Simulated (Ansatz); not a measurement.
# Na under changes of volume

One of the cells (39.256 Å³/atom); the others are scaled copies at fixed shape and fractional positions:

```
Na
1.0
    -2.13141    2.15312    2.10437
     2.21081   -2.10390    2.13456
     2.13673    2.10922   -2.05516
Na
1
Direct
  0.00000 0.00000 0.00000
```

| Property | Result |
| --- | --- |
| Program | Ansatz 0.2.0 |
| Functional | LDA |
| Potentials or basis | all-electron LAPW, scalar-relativistic |
| Cutoff | 80 eV (chosen from the basis error) |
| Basis error allowed | 0.001 eV/atom |
| k mesh | 9 × 9 × 9 |
| Occupations | gaussian, width 0.01 eV |
| Spin | no spin polarisation |

| volume (Å³/atom) | energy over the lowest point (meV/atom) | pressure (GPa) |
| --- | --- | --- |
| 36.901 | 0.00 | -0.8 |
| 37.686 | 4.18 | -0.9 |
| 38.471 | 8.92 | -1.0 |
| 39.256 | 14.17 | -1.1 |
| 40.041 | 19.87 | -1.2 |
| 40.827 | 25.99 | -1.3 |
| 41.612 | ? | ? |

Problem. What does the run at 41.612 Å³/atom give?

Solution. Energy over the lowest point 32.47 meV/atom; pressure -1.4 GPa.

Worked out: A Birch-Murnaghan fit of order 3 (a polynomial in V^(-2/3)) to the other rows has no minimum within the range. It gives 32.47 meV/atom at 41.612 Å³/atom, against the run's 32.47, and -dE/dV = -1.4 GPa, against -1.4.

Energies are extrapolated to zero smearing.
